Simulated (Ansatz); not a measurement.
# Si2W3: competing structures

Computed with DFT PBE, scalar-relativistic, plane waves, PAW (Ansatz). Settings: cutoff 420 eV, Γ-centred meshes no coarser than 0.19 Å⁻¹ for metals and 0.3 Å⁻¹ for insulators (2π included), Gaussian smearing.

Temperature and zero-point effects are left out. The comparison covers the computed candidates alone. For metals, differences of a few meV/atom aren't resolved. Spin–orbit coupling is left out. No run is spin-polarised.

```
#               started from       space group  atoms  V (Å³/atom)  ΔE (meV/atom)  gap on mesh (eV)
1              database cell  P4/mbm (No. 127)     10         14.6              0              0.00
2  tetradymite type, changed    R-3m (No. 166)      5         15.1            212              0.00
```

The lowest structure: Space group P4/mbm (No. 127), tetragonal, a = 6.624 Å, c = 3.318 Å. Si has 1 Si at 2.51 Å and 8 W at 2.55–2.58 Å; around W on Wyckoff site a (2 atoms of the primitive cell) lie 4 Si at 2.58 Å, 8 W at 2.99 Å and 2 W at 3.32 Å; W on Wyckoff site h (4 atoms of the primitive cell) has 6 Si at 2.55–2.56 Å. Its energy against the elements is 0.02 eV/atom, so it is unstable even against them. Energies over the elements count from the lowest elemental structures computed at the same level, with no empirical corrections.

```xyz
10
Lattice="6.6237 0.0000 0.0000 0.0000 6.6237 0.0000 0.0000 0.0000 3.3180" Properties=species:S:1:pos:R:3 pbc="T T T"
Si    0.8890    4.2008    0.0000
Si    5.7348    2.4229    0.0000
Si    4.2008    5.7348    0.0000
Si    2.4229    0.8890    0.0000
W     3.3119    3.3119    0.0000
W     0.0000    0.0000    0.0000
W     4.3698    1.0579    1.6590
W     2.2539    5.5658    1.6590
W     1.0579    2.2539    1.6590
W     5.5658    4.3698    1.6590
```

The second: Space group R-3m (No. 166), trigonal, a = 2.830 Å, c = 32.553 Å. Around Si lie 6 W at 2.65–2.71 Å and 6 Si at 2.83 Å; around W on Wyckoff site a (1 atom of the primitive cell) lie 6 Si at 2.71 Å and 6 W at 2.83 Å; around W on Wyckoff site c (2 atoms of the primitive cell) lie 3 Si at 2.65 Å and 9 W at 2.83–2.87 Å.